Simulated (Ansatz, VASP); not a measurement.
Cs in VASP and in Ansatz

File INCAR:

```
SYSTEM = Cs
PREC = Accurate ; ENCUT = 520
EDIFF = 1E-6 ; ISMEAR = 0
SIGMA = 0.15 ; LREAL = .False.
LASPH = .True. ; NELM = 100
ALGO = Fast ; ISIF = 2
LWAVE = .False. ; LCHARG = .False.
NBANDS = 10
```

KPOINTS

```
regular mesh
0
Gamma
  12 12 12
  0 0 0
```

POSCAR

```
Cs
1.0
    0.9624251613      4.4834928244      4.4834928244
    4.4834928244      0.9624251613      4.4834928244
    4.4834928244      4.4834928244      0.9624251613
Cs
1
Direct
    0.0000000000      0.0000000000      0.0000000000
```

Input for Ansatz:

```yaml
crystal:
  lattice:
    - [0.9624251613, 4.4834928244, 4.4834928244]
    - [4.4834928244, 0.9624251613, 4.4834928244]
    - [4.4834928244, 4.4834928244, 0.9624251613]
  atoms:
    - { symbol: Cs, position: [0.0, 0.0, 0.0] }
basis:
  ecutwfc: 420
kpoints:
  mp_grid: { grid: [12, 12, 12] }
hamiltonian:
  xc: lda
scf:
  occupations: { method: gaussian, width: 0.15 }
output:
  forces: true
  stress: true
  eigenvalues: true
```

Alike in both runs: task single point; functional LDA; k mesh 12 × 12 × 12; occupations gaussian, width 0.15 eV; no spin polarisation.

|  | VASP | Ansatz |
| --- | --- | --- |
| version | VASP 6.6.1 | Ansatz 0.2.0 |
| potentials or method | VASP PAW LDA potentials, release 64 (Cs_sv) | scalar-relativistic, plane waves, PAW |
| plane-wave cutoff (eV) | 520 | 420 |
| valence electrons in the cell | 9 | 9 |

|  | VASP | Ansatz | Ansatz less VASP |
| --- | --- | --- | --- |
| gap on the k mesh at the Fermi level (eV) | none | none | - |
| pressure (GPa) | -0.2 | -0.2 | +0.01 |
| largest component of the traceless stress (GPa) | 0.26 | 0.26 | -0.001 |

A gap of «none» marks a metal or a gap that the smearing closes.

Spin-orbit coupling is left out, which matters for the levels of Cs.
